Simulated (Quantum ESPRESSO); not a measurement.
AlN in Quantum ESPRESSO: the effect of functional

Crystal: AlN.

```xyz
4
Lattice="3.1130 0.0000 0.0000 -1.5565 2.6959 0.0000 0.0000 0.0000 4.9810" Properties=species:S:1:pos:R:3 pbc="T T T"
Al    1.5565    0.8986    2.4905
Al    0.0000    1.7973    0.0000
N     1.5565    0.8986    4.3833
N     0.0000    1.7973    1.8928
```

Alike in all runs:

| Property | Result |
| --- | --- |
| Program | Quantum ESPRESSO 7.5 |
| Task | dielectric tensor |
| Cutoff | 612 eV |
| Density cutoff | 4898 eV |
| k mesh | 8 × 8 × 4, shifted |
| Occupations | fermi-dirac, width 0.05 eV |
| Spin | no spin polarisation |

Q: One run gave: pressure -3.8 GPa; dielectric constant 4.53 mean. Which functional did it use?
A. AM05
B. PBEsol
C. WC
D. LDA
E. PBE

A: D.

| functional | potentials or basis | pressure (GPa) | dielectric constant (mean) |
| --- | --- | --- | --- |
| LDA | GBRV 1.5 LDA | -3.8 | 4.53 |
| PBE | GBRV 1.5 PBE | 4.2 | 4.52 |
| PBEsol | GBRV 1.5 PBEsol | 0.6 | 4.58 |
| WC | GBRV 1.5 PBE | 1.2 | 4.59 |
| BLYP | GBRV 1.5 PBE | 8.2 | 4.34 |
| AM05 | GBRV 1.5 PBE | 1.4 | 4.60 |

Caveats: the cell is more than 3 GPa from zero pressure, which shifts response properties (some runs); the potentials were made for another functional, which shifts forces and pressure (some runs).
